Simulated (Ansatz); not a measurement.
CuI: levels along high-symmetry lines

```
Cu I
1.0
     3.73317   -3.71109    0.00000
     3.73317    3.71109    0.00000
     0.00000    0.00000    4.30700
Cu I
2 2
Cartesian
  3.7332 0.5905 3.2302
  3.7332 -0.5905 1.0767
  3.7332 -2.0043 3.2302
  3.7332 2.0043 1.0767
```

Atoms are numbered in the order listed.

Structure from Materials Project entry mp-1007922 (possibly hypothetical), not relaxed further.

No spin–orbit coupling, which matters for the heavy atoms here.

All numbers below come from Ansatz 0.2.0, DFT, LDA, all-electron LAPW, scalar-relativistic.

Sampling and basis: a Γ-centred 5×5×6 k mesh, Fermi–Dirac smearing of 0.02 eV, basis error target 0.5 meV/atom, no spin polarisation.

Points in fractions of the reciprocal vectors of this cell: Γ (0, 0, 0), Y (0.5, 0.5, 0), F0 (0.497, 0.503, 0), Δ0 (-0.497, 0.497, 0), Z (0, 0, 0.5), B0 (-0.497, 0.497, 0.5), G0 (0.497, 0.503, 0.5), T (0.5, 0.5, 0.5). The path joins them by straight lines in the order Γ–Y–F0–Δ0–Γ–Z–B0–G0–T; legs that retrace an earlier one aren't tabulated. Energies are in eV from the top of the valence band.

(1) Metal or insulator at this level of theory?

(2) Tabulate bands 42 to 47, counted from the lowest band of the run, along the path.

## Answers

(1) An insulator or semiconductor: gap 0.86 eV, direct at Γ.

(2) 
```csv
k (1/Å),point,band 42,band 43,band 44,band 45,band 46,band 47
0.00,Γ,-1.51,-0.94,0.00,0.86,1.64,2.35
0.12,,-1.50,-0.92,-0.01,0.95,1.76,2.39
0.24,,-1.49,-0.85,-0.04,1.17,2.11,2.50
0.36,,-1.47,-0.77,-0.09,1.38,2.66,2.67
0.48,,-1.41,-0.70,-0.13,1.50,2.80,3.39
0.60,,-1.30,-0.68,-0.17,1.53,2.80,4.15
0.72,,-1.15,-0.72,-0.20,1.53,2.70,4.27
0.84,Y,-1.04,-0.78,-0.21,1.53,2.63,4.24
0.84,,-1.04,-0.78,-0.21,1.53,2.63,4.24
0.84,,-1.04,-0.78,-0.21,1.53,2.63,4.24
0.84,,-1.04,-0.78,-0.21,1.53,2.63,4.24
0.84,,-1.04,-0.78,-0.21,1.53,2.63,4.24
0.85,,-1.04,-0.78,-0.21,1.53,2.63,4.24
0.85,,-1.04,-0.78,-0.21,1.53,2.63,4.24
0.85,F0,-1.04,-0.78,-0.21,1.53,2.63,4.24
1.02,,-1.18,-0.83,-0.25,1.74,2.70,4.43
1.19,,-1.42,-1.00,-0.33,2.18,2.82,3.79
1.36,,-1.47,-1.26,-0.39,2.56,2.82,3.43
1.52,,-1.47,-1.26,-0.39,2.56,2.82,3.43
1.69,,-1.42,-1.00,-0.33,2.18,2.82,3.79
1.86,,-1.18,-0.83,-0.25,1.74,2.70,4.43
2.03,Δ0,-1.04,-0.78,-0.21,1.53,2.63,4.24
2.15,,-1.06,-0.90,-0.26,1.74,2.63,4.40
2.27,,-1.13,-1.12,-0.35,2.14,2.61,4.31
2.39,,-1.30,-1.22,-0.39,2.40,2.53,3.58
2.51,,-1.37,-1.33,-0.34,2.19,2.50,2.85
2.63,,-1.43,-1.29,-0.20,1.68,2.23,2.43
2.75,,-1.49,-1.08,-0.06,1.12,1.80,2.37
2.87,Γ,-1.51,-0.94,0.00,0.86,1.64,2.35
2.98,,-1.51,-0.95,-0.20,1.06,1.68,2.53
3.08,,-1.52,-1.02,-0.58,1.44,1.80,2.99
3.19,,-1.43,-1.20,-0.94,1.88,2.00,3.49
3.29,,-1.44,-1.40,-1.26,2.30,2.33,3.74
3.40,,-1.60,-1.52,-1.43,2.69,2.80,3.81
3.50,,-1.73,-1.62,-1.51,3.17,3.24,3.78
3.60,Z,-1.86,-1.59,-1.59,3.59,3.59,3.72
3.72,,-1.86,-1.60,-1.60,3.25,3.25,3.73
3.84,,-1.85,-1.60,-1.60,2.69,2.69,3.78
3.96,,-1.85,-1.62,-1.62,2.37,2.37,3.89
4.08,,-1.84,-1.63,-1.63,2.46,2.46,4.06
4.21,,-1.84,-1.63,-1.63,2.92,2.92,4.24
4.33,,-1.84,-1.64,-1.64,3.55,3.55,4.40
4.45,B0,-1.84,-1.64,-1.64,3.92,3.92,4.47
4.62,,-1.84,-1.60,-1.60,3.50,3.50,4.20
4.78,,-1.85,-1.49,-1.49,2.72,2.72,3.75
4.95,,-1.86,-1.38,-1.38,2.16,2.16,3.44
5.12,,-1.86,-1.38,-1.38,2.16,2.16,3.44
5.29,,-1.85,-1.49,-1.49,2.72,2.72,3.75
5.46,,-1.84,-1.60,-1.60,3.50,3.50,4.20
5.63,G0,-1.84,-1.64,-1.64,3.92,3.92,4.47
5.63,,-1.84,-1.64,-1.64,3.93,3.93,4.47
5.63,,-1.84,-1.64,-1.64,3.93,3.93,4.47
5.63,,-1.84,-1.64,-1.64,3.93,3.93,4.47
5.64,,-1.84,-1.64,-1.64,3.93,3.93,4.47
5.64,,-1.84,-1.64,-1.64,3.93,3.93,4.47
5.64,,-1.84,-1.64,-1.64,3.93,3.93,4.47
5.64,T,-1.84,-1.64,-1.64,3.93,3.93,4.47
```
